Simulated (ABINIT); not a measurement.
# GaN (F-43m) in ABINIT: notebook

One crystal, GaN, is run at these levels: PBEsol, LDA; tasks: single point.

Everything below comes from runs of ABINIT 10.8.3 (patched build). Logs are shortened: lines on timing, memory, paths and dates and some standing lists are left out, and cuts for length are marked. The log counts tension as positive stress, the text compression.

**The experiment to reproduce.**

From a printed reference work, textbook, for a bulk crystal of GaN at 0 K: band gap 3.299 eV (direct).

The results are compared with them further down.

## 1. The structure

Symmetry: F-43m, No. 216, cubic system. The conventional cell has a = 4.507 Å, b = 4.507 Å, c = 4.507 Å, α = 90.00°, β = 90.00°, γ = 90.00°. Ga (site symmetry -43m) has 4 N at 1.95 Å as nearest neighbours. N (site symmetry -43m) has 4 Ga at 1.95 Å as nearest neighbours.

The cell is a database's computed one.

## 2. Single point, PBEsol

The input, run.abi:

```
# Pseudopotentials
pp_dirpath "./"
pseudos "Ga.upf, N.upf"

# Structure
acell 3*1.0
rprim
     0.0000000000     4.2584989699     4.2584989699
     4.2584989699     0.0000000000     4.2584989699
     4.2584989699     4.2584989699     0.0000000000
ntypat 2
znucl 31 7
natom 2
typat 1 2
xred
     0.0000000000     0.0000000000     0.0000000000
     0.2500000000     0.2500000000     0.2500000000

# Plane-wave basis
ecut 36.0

# k points
kptopt 1
ngkpt 8 8 8
nshiftk 1
shiftk 0.0 0.0 0.0

# Exchange and correlation
ixc -116133

# Bands and occupations
nband 13
occopt 3
tsmear 0.05 eV

# SCF cycle
nstep 100
tolvrs 1.0e-10

# Output
iomode 3
prtwf 0
prtden 0
prteig 0
prtebands 0
enunit 2
```

Potentials or basis: PseudoDojo NC SR PBEsol v0.4.1 standard.

The run is started by

```sh
$ abinit run.abi > log 2>&1
```

run.abo:

```text
.Version 10.8.3 of ABINIT
 Symmetries : space group F-4 3 m (#216); Bravais cF (face-center cubic)
================================================================================
 Values of the parameters that define the memory need of the present run
     intxc =       0    ionmov =       0      iscf =       7    lmnmax =       6
     lnmax =       6     mgfft =      36  mpssoang =       3    mqgrid =    3001
     natom =       2  nloc_mem =       1    nspden =       1   nspinor =       1
    nsppol =       1      nsym =      24    n1xccc =    2501    ntypat =       2
    occopt =       3   xclevel =       2
       mpw =        1612          nfft =       46656          nkpt =          29
================================================================================
================================================================================

--------------------------------------------------------------------------------
------------- Echo of variables that govern the present computation ------------
--------------------------------------------------------------------------------
 -outvars: echo values of preprocessed input variables --------
            acell      1.0000000000E+00  1.0000000000E+00  1.0000000000E+00 Bohr
              amu      6.97230000E+01  1.40067400E+01
             ecut      3.60000000E+01 Hartree
           enunit           2
              ixc     -116133
         kptrlatt        8    0    0      0    8    0      0    0    8
          kptrlen      4.81794160E+01
            natom           2
            nband          13
            ngfft          36      36      36
             nkpt          29
            nstep         100
             nsym          24
           ntypat           2
           occopt           3
           prtden           0
        prtebands           0
           prteig           0
            prtwf           0
            rprim      0.0000000000E+00  4.2584989699E+00  4.2584989699E+00
                       4.2584989699E+00  0.0000000000E+00  4.2584989699E+00
                       4.2584989699E+00  4.2584989699E+00  0.0000000000E+00
          spgroup         216
           tolvrs      1.00000000E-10
           tsmear      1.83746611E-03 Hartree
            typat      1  2
           xangst      0.0000000000E+00  0.0000000000E+00  0.0000000000E+00
                       1.1267503030E+00  1.1267503030E+00  1.1267503030E+00
            xcart      0.0000000000E+00  0.0000000000E+00  0.0000000000E+00
                       2.1292494849E+00  2.1292494849E+00  2.1292494849E+00
             xred      0.0000000000E+00  0.0000000000E+00  0.0000000000E+00
                       2.5000000000E-01  2.5000000000E-01  2.5000000000E-01
            znucl       31.00000    7.00000

================================================================================

 chkinp: Checking input parameters for consistency.

================================================================================
[... 104 lines left out ...]
       0.000000000000      0.000000000000      0.000000000000
       0.250000000000      0.250000000000      0.250000000000
 rms dE/dt=  8.5149E-28; max dE/dt=  1.0771E-27; dE/dt below (all hartree)
    1      -0.000000000000     -0.000000000000      0.000000000000
    2      -0.000000000000     -0.000000000000      0.000000000000

 cartesian coordinates (angstrom) at end:
    1      0.00000000000000     0.00000000000000     0.00000000000000
    2      1.12675030299809     1.12675030299809     1.12675030299809

 cartesian forces (hartree/bohr) at end:
    1      0.00000000000000     0.00000000000000    -0.00000000000000
    2     -0.00000000000000    -0.00000000000000     0.00000000000000
 frms,max,avg= 6.0538033E-29 9.4844871E-29   0.000E+00  0.000E+00  0.000E+00 h/b

 cartesian forces (eV/Angstrom) at end:
    1      0.00000000000000     0.00000000000000    -0.00000000000000
    2     -0.00000000000000    -0.00000000000000     0.00000000000000
 frms,max,avg= 3.1129908E-27 4.8771193E-27   0.000E+00  0.000E+00  0.000E+00 e/A
 length scales=  1.000000000000  1.000000000000  1.000000000000 bohr
              =  0.529177210544  0.529177210544  0.529177210544 angstroms
 Fermi (or HOMO) energy (hartree) =   0.22403   Average Vxc (hartree)=  -0.44016
 Eigenvalues (hartree) for nkpt=  29  k points:
 kpt#   1, nband= 13, wtk=  0.00195, kpt=  0.0000  0.0000  0.0000 (reduced coord)
  -0.39303   -0.30641   -0.30641   -0.30641   -0.29493   -0.29493    0.19148    0.19148
   0.19148    0.25413    0.56802    0.56802    0.56802
      occupation numbers for kpt#   1
   2.00000    2.00000    2.00000    2.00000    2.00000    2.00000    2.00000    2.00000
   2.00000    0.00000    0.00000    0.00000    0.00000
 prteigrs : prtvol=0 or 1, do not print more k-points.

 Fermi (or HOMO) energy (eV) =   6.09624   Average Vxc (eV)= -11.97732
 Eigenvalues (   eV  ) for nkpt=  29  k points:
 kpt#   1, nband= 13, wtk=  0.00195, kpt=  0.0000  0.0000  0.0000 (reduced coord)
 -10.69497   -8.33794   -8.33794   -8.33794   -8.02556   -8.02556    5.21037    5.21037
   5.21037    6.91534   15.45671   15.45671   15.45671
 prteigrs : prtvol=0 or 1, do not print more k-points.

--- !EnergyTerms
iteration_state     : {dtset: 1, }
comment             : Components of total free energy in Hartree
kinetic             :  7.00080527114259E+01
hartree             :  2.17794504961922E+01
xc                  : -2.37938706893516E+01
Ewald energy        : -5.83371585566602E+01
psp_core            :  3.46993508229803E+00
local_psp           : -6.05627630874167E+01
non_local_psp       : -3.92931750761075E+01
internal            : -8.67295291196199E+01
'-kT*entropy'       : -2.03101384168284E-11
total_energy        : -8.67295291196402E+01
total_energy_eV     : -2.36003071580659E+03
band_energy         : -3.16878756800075E+00
...

 Cartesian components of stress tensor (hartree/bohr^3)
  sigma(1 1)=  1.02019180E-04  sigma(3 2)=  0.00000000E+00
  sigma(2 2)=  1.02019180E-04  sigma(3 1)=  0.00000000E+00
  sigma(3 3)=  1.02019180E-04  sigma(2 1)=  0.00000000E+00

-Cartesian components of stress tensor (GPa)         [Pressure= -3.0015E+00 GPa]
- sigma(1 1)=  3.00150790E+00  sigma(3 2)=  0.00000000E+00
- sigma(2 2)=  3.00150790E+00  sigma(3 1)=  0.00000000E+00
- sigma(3 3)=  3.00150790E+00  sigma(2 1)=  0.00000000E+00

== END DATASET(S) ==============================================================
================================================================================

 -outvars: echo values of variables after computation  --------
            acell      1.0000000000E+00  1.0000000000E+00  1.0000000000E+00 Bohr
           etotal     -8.6729529120E+01
            fcart      3.1614956845E-29  3.1614956845E-29 -9.4844870535E-29
                      -3.1614956845E-29 -3.1614956845E-29  9.4844870535E-29
            rprim      0.0000000000E+00  4.2584989699E+00  4.2584989699E+00
                       4.2584989699E+00  0.0000000000E+00  4.2584989699E+00
                       4.2584989699E+00  4.2584989699E+00  0.0000000000E+00
           strten      1.0201918007E-04  1.0201918007E-04  1.0201918007E-04
                       0.0000000000E+00  0.0000000000E+00  0.0000000000E+00
           xangst      0.0000000000E+00  0.0000000000E+00  0.0000000000E+00
                       1.1267503030E+00  1.1267503030E+00  1.1267503030E+00
             xred      0.0000000000E+00  0.0000000000E+00  0.0000000000E+00
                       2.5000000000E-01  2.5000000000E-01  2.5000000000E-01
 Calculation completed.
```

Wall time 19 s (1 thread of Intel Xeon 6975P-C (Granite Rapids), shared host); peak memory 0.06 GiB.

Results:

```
Free energy                                           : -2360.0307 eV
Pressure                                              : -3.0 GPa
Band gap on the k mesh                                : 1.70 eV, direct
Valence electrons inside the program's atomic spheres : Ga 10.88; N 5.20
```

Levels at points of the mesh, in eV from the valence-band top:
```
           k point  band 7  band 8  band 9  band 10  band 11  band 12
(0.00, 0.00, 0.00)    0.00    0.00    0.00     1.70    10.25    10.25
(0.50, 0.00, 0.00)   -7.10   -0.97   -0.97     4.59     8.64    10.29
(0.50, 0.50, 0.00)   -6.17   -2.72   -2.72     3.25     6.58    11.58
```

## 3. Single point, PBEsol

The input, run.abi:

```
# Pseudopotentials
pp_dirpath "./"
pseudos "Ga.upf, N.upf"

# Structure
acell 6.0224269985 6.0224269985 6.0224269985
rprim
     0.0000000000     0.7071067812     0.7071067812
     0.7071067812     0.0000000000     0.7071067812
     0.7071067812     0.7071067812     0.0000000000
ntypat 2
znucl 31 7
natom 2
typat 1 2
xred
     0.0000000000     0.0000000000     0.0000000000
     0.2500000000     0.2500000000     0.2500000000

# Plane-wave basis
ecut 36.0

# k points
kptopt 1
ngkpt 8 8 8
nshiftk 1
shiftk 0.0 0.0 0.0

# Exchange and correlation
ixc -116133

# Bands and occupations
nband 13
occopt 3
tsmear 0.00183747

# SCF cycle
nstep 100
tolvrs 1.0e-10

# Output
iomode 3
prtwf 0
prteig 0
prtebands 0
enunit 1
prtden 1
prtvha 1
prtvclmb 1
prtpot 1
prtelf 1
```

Potentials or basis: PseudoDojo NC SR PBEsol v0.4.1 standard.

The run is started by

```sh
$ abinit run.abi > log 2>&1
```

It took 22 s on 1 thread of Arm Neoverse V1, shared host; peak memory 0.07 GiB.

The run converged. Its results:

```
Free energy                                           : -2360.0307 eV
Pressure                                              : -3.0 GPa
Band gap on the k mesh                                : 1.70 eV, direct
Valence electrons inside the program's atomic spheres : Ga 10.88; N 5.20
```

Levels at points of the mesh, in eV from the valence-band top:
| k point | band 6 | band 7 | band 8 | band 9 | band 10 | band 11 | band 12 | band 13 |
| --- | --- | --- | --- | --- | --- | --- | --- | --- |
| (0.00, 0.00, 0.00) | -13.24 | 0.00 | 0.00 | 0.00 | 1.70 | 10.25 | 10.25 | 10.25 |
| (0.50, 0.00, 0.00) | -11.92 | -7.10 | -0.97 | -0.97 | 4.59 | 8.64 | 10.29 | 10.29 |
| (0.50, 0.50, 0.00) | -11.46 | -6.17 | -2.72 | -2.72 | 3.25 | 6.58 | 11.58 | 13.87 |

## 4. Single point, LDA

run.abi: that of step 3 with these lines changed.

```diff
@@ -2,3 +2,3 @@
 pp_dirpath "./"
-pseudos "Ga.upf, N.upf"
+pseudos "Ga.LDA_PW-JTH.xml, N.LDA_PW-JTH.xml"
 
@@ -19,3 +19,4 @@
 # Plane-wave basis
-ecut 36.0
+ecut 20.0
+pawecutdg 40.0
 
@@ -28,3 +29,3 @@
 # Exchange and correlation
-ixc -116133
+ixc 7
 
@@ -33,3 +34,3 @@
 occopt 3
-tsmear 0.00183747
+tsmear 0.05 eV
 
@@ -37,3 +38,3 @@
 nstep 100
-tolvrs 1.0e-10
+tolvrs 1.0e-9
 
@@ -42,9 +43,5 @@
 prtwf 0
+prtden 0
 prteig 0
 prtebands 0
-enunit 1
-prtden 1
-prtvha 1
-prtvclmb 1
-prtpot 1
-prtelf 1
+enunit 2
```

Potentials or basis: JTH PAW LDA v2.0.

The run is started by

```sh
$ abinit run.abi > log 2>&1
```

Wall time 9.9 s (1 thread of Arm Neoverse V1, shared host); peak memory 0.07 GiB.

It converged, with:

```
Free energy                                           : -2432.0642 eV
Band gap on the k mesh                                : 1.72 eV, direct
Valence electrons inside the program's atomic spheres : Ga 11.22; N 2.52
```

Levels at points of the mesh, in eV from the valence-band top:
| k point | band 5 | band 6 | band 7 | band 8 | band 9 | band 10 | band 11 | band 12 | band 13 |
| --- | --- | --- | --- | --- | --- | --- | --- | --- | --- |
| (0.00, 0.00, 0.00) | -13.22 | -13.22 | 0.00 | 0.00 | 0.00 | 1.72 | 10.10 | 10.10 | 10.10 |
| (0.50, 0.00, 0.00) | -13.17 | -11.85 | -7.13 | -0.98 | -0.98 | 4.52 | 8.60 | 10.19 | 10.19 |
| (0.50, 0.50, 0.00) | -13.14 | -11.38 | -6.22 | -2.74 | -2.74 | 3.25 | 6.46 | 11.52 | 13.76 |

Caveat: the cutoff is too short for stress, so the log's stress isn't used.

## 5. Comparison with measurements

Step 2. Against the measured gap of GaN, 3.299 eV (direct; 0 K; a printed reference work, textbook), the calculated 1.70 eV is off by -1.59 eV. Spin-orbit coupling on Ga is left out. The value is that of PBEsol, without temperature or zero-point motion. Semilocal functionals fall short of measured gaps as a rule. The cell is a database's relaxed one, not the measured one, which moves gaps too.

Step 3. A measured gap of GaN is 3.299 eV (direct; 0 K; a printed reference work, textbook); the calculated 1.70 eV misses it by -1.59 eV. Spin-orbit coupling on Ga is left out. The value is that of PBEsol, without temperature or zero-point motion. Semilocal functionals fall short of measured gaps as a rule. The cell is a database's relaxed one, not the measured one, which moves gaps too.

Step 4. Measured gap of GaN: 3.299 eV (direct; 0 K; a printed reference work, textbook). This calculation gives 1.72 eV (-1.58 eV). Spin-orbit coupling on Ga is left out. The value is that of LDA, without temperature or zero-point motion. Semilocal functionals fall short of measured gaps as a rule. The cell is a database's relaxed one, not the measured one, which moves gaps too.
